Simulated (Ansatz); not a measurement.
# MgSe: the cost of one run

The runs shown are made with Ansatz 0.2.0. PAW datasets, plane waves, zero pressure. (Simulation; spin polarisation is off.)

## Step 1: Starting point

Space group Fm-3m (No. 225), cubic; a = 5.347 Å in the conventional setting, 19.10 Å³ an atom. Around Mg lie 6 Se at 2.67 Å; around Se lie 6 Mg at 2.67 Å.

The structure in full:

```xyz
2
Lattice="0.0000 2.6733 2.6733 2.6733 0.0000 2.6733 2.6733 2.6733 0.0000" Properties=species:S:1:pos:R:3 pbc="T T T"
Mg    0.0000    0.0000    0.0000
Se    2.6733    2.6733    2.6733
```

## Step 2: PBE: cell and atoms

input.yaml reads:

```yaml
crystal:
  lattice:
    - [0.0, 2.673288, 2.673288]
    - [2.673288, 0.0, 2.673288]
    - [2.673288, 2.673288, 0.0]
  atoms:
    - { symbol: Mg, position: [0.0, 0.0, 0.0] }
    - { symbol: Se, position: [0.5, 0.5, 0.5] }
kpoints:
  mp_grid: { grid: [8, 8, 8] }
hamiltonian:
  xc: pbe
scf:
  occupations: { method: fermi_dirac, width: 0.02 }
relax:
  f_tol: 0.005
  cell: {}
```

On the command line:

```bash
ansatz run input.yaml --threads 2 --pin off --max-ram 2211MiB --backend cpu --events-out ev --progress --plain --runs-dir out
```

**Question.** How long does this run take on 2 threads of Arm Neoverse V1, shared host, and how much memory does it need?

About 3.5 s, with a peak of 0.3 GiB.
